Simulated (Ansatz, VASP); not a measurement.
## B: VASP beside Ansatz

```
B
1.0
    -1.12762    1.12762    1.12762
     1.12762   -1.12762    1.12762
     1.12762    1.12762   -1.12762
B
1
Direct
  0.00000 0.00000 0.00000
```

Alike in both runs: task single point; functional revPBE; k mesh 21 × 21 × 21; occupations fermi-dirac, width 0.1 eV; no spin polarisation.

|  | VASP | Ansatz |
| --- | --- | --- |
| version | VASP 6.6.1 | Ansatz 0.2.0 |
| potentials or method | VASP PAW PBE potentials, release 64 (B) | plane waves (420 eV) with PAW, scalar-relativistic |
| plane-wave cutoff (eV) | 520 | 420 |
| valence electrons in the cell | 3 | 3 |

Ansatz gave:

```
pressure (GPa) : 21.7
```

Problem. Which values does VASP return?

Solution. Pressure (GPa): 21.4.

The functional is the same, so the differences come from potentials, cutoffs and numerics.

Caveats: so large a pressure means that the cell lies far from this level's equilibrium, or that cutoff or potentials fall short (VASP); the potentials were made for another functional, which shifts forces and pressure (VASP).
